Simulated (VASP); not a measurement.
Crystal: Cu.

```
Cu
1.0
     2.55248    0.00000    0.00000
    -1.27624    2.21051    0.00000
     0.00000    0.00000    4.16905
Cu
2
Direct
  0.33333 0.66667 0.75000
  0.66667 0.33333 0.25000
```

The cell was built by a generator and needn't be a form met in nature.

```yaml
Program: VASP 6.6.1
Task: relaxation of cell and atoms
Functional: PBE
Potentials_or_basis: VASP PAW PBE potentials, release 64 (Cu)
Cutoff: 600 eV
k_mesh: 8 × 8 × 6
Occupations: gaussian, width 0.05 eV
Spin: no spin polarisation
```

At the start: pressure 3.3 GPa; volume 11.76 Å³/atom.

Question: How do energy, volume and symmetry change on relaxing?

Answer: Over 4 steps the energy falls by 3.2 meV/atom and the volume is 12.03 Å³/atom (+2.3 %); space group P6_3/mmc (No. 194, to 0.05 Å).

The path:
| step | energy change (eV) | largest force (eV/Å) | pressure (GPa) | volume (Å³) |
| --- | --- | --- | --- | --- |
| 1 | 0.0000 | 0.0000 | 3.26 | 23.52 |
| 2 | -0.0049 | 0.0000 | -1.56 | 24.35 |
| 3 | -0.0061 | 0.0000 | -0.15 | 24.09 |
| 4 | -0.0064 | 0.0000 | -0.12 | 24.07 |

Final structure:
```
Cu
1.0
     2.57983    0.00000    0.00000
    -1.28992    2.23420    0.00000
     0.00000    0.00000    4.17558
Cu
2
Direct
  0.33333 0.66667 0.75000
  0.66667 0.33333 0.25000
```
